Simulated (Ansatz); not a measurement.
# Cr: the cost of one run

Computed with Ansatz 0.2.0 (DFT PBE, scalar-relativistic, plane waves, PAW, unless a step's input says otherwise).

2 further runs of the same task are left out: 1 that didn't finish, 1 set aside as unsound or not needed.

**1. Starting point**

It takes space group P6_3/mmc (No. 194, hexagonal). Conventional cell: a = 2.485 Å, b = 2.485 Å, c = 4.456 Å, α = 90.00°, β = 90.00°, γ = 120.00°. Cr (site symmetry -6m2) is surrounded by 12 Cr at 2.48 to 2.65 Å.

As a file:

```
Cr
1.0
     2.48498    0.00000    0.00000
    -1.24249    2.15206    0.00000
     0.00000    0.00000    4.45577
Cr
2
Direct
  0.33333 0.66667 0.25000
  0.66667 0.33333 0.75000
```

It is the result of an earlier relaxation at this level (volume 11.91 Å³/atom; gap on the mesh: none (metal)).

**2. Volume × 0.97**

Contents of input.yaml:

```yaml
crystal:
  lattice:
    - [2.4598795095, 0.0, 0.0]
    - [-1.2299397548, 2.1303181455, 0.0]
    - [0.0, 0.0, 4.4107542182]
  atoms:
    - { symbol: Cr, position: [0.3333333333, 0.6666666667, 0.25] }
    - { symbol: Cr, position: [0.6666666667, 0.3333333333, 0.75] }
basis:
  ecutwfc: 420
kpoints:
  mp_grid: { grid: [21, 21, 10] }
hamiltonian:
  xc: pbe
scf:
  occupations: { method: gaussian, width: 0.1 }
output:
  forces: true
  stress: true
  eigenvalues: true
relax:
  adjacent_minimum: "off"
  f_tol: 0.01
  max_steps: 30
  cell: { stress_tol: 0.1, fix: [volume] }
```

The run is started by

```console
ansatz run input.yaml --threads 1 --pin off --max-ram 2560MiB --backend cpu --events-out ev --progress --plain --runs-dir out
```

**Question.** How long does this run take on 1 thread of Arm Neoverse V1, shared host, and how much memory does it need?

About 27 s, with a peak of 0.4 GiB.
